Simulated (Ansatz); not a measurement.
**NiSi2: strain energy, fitted**

NiSi2, Fm-3m, a = 5.447 Å. Ansatz: PBE, PAW, 420 eV, Γ-centred 10×10×8 mesh on 6 atoms, Gaussian smearing 0.10 eV; no spin polarisation. Series: shear of c along a, cell held, atoms relaxed; x is the strain in per cent (engineering shear). The axes a, b, c are those of the computed cell (3.851, 3.851, 5.447 Å), along [1 1 0], [-1 1 0], [0 0 1] of the cell named above. y is the free energy over the unstrained cell, V0 = 13.466 Å³/atom. Symmetry makes y even in x.

```tsv
x (%)	y (meV/atom)
0.0	0.00
2.0	1.08
4.0	4.68
6.0	?
8.0	19.51
12.0	41.84
```

Question: Fit y = c2 x² + c4 x⁴ to the other rows, turn c2 into a modulus, and predict the missing energy.

Answer: Least squares on the rows shown. y = 0.31248 x² − 0.00015115 x⁴. In eV per unit strain² c2 is 3.125; this is the shear stiffness (E = ½ C V0 γ²): 2 × 3.125 × 160.2 / (13.466) = 74 GPa. With a term in x⁶ added, the coefficient of x² becomes 0.2829, 9 % less, which shows how far this figure hangs on the form. At x = 6.0 the fit asked for gives 11.05 meV/atom. The run gave 10.91 meV/atom, so the fit is 0.14 meV/atom too high, within the rms miss on the fitted rows (0.18 meV/atom).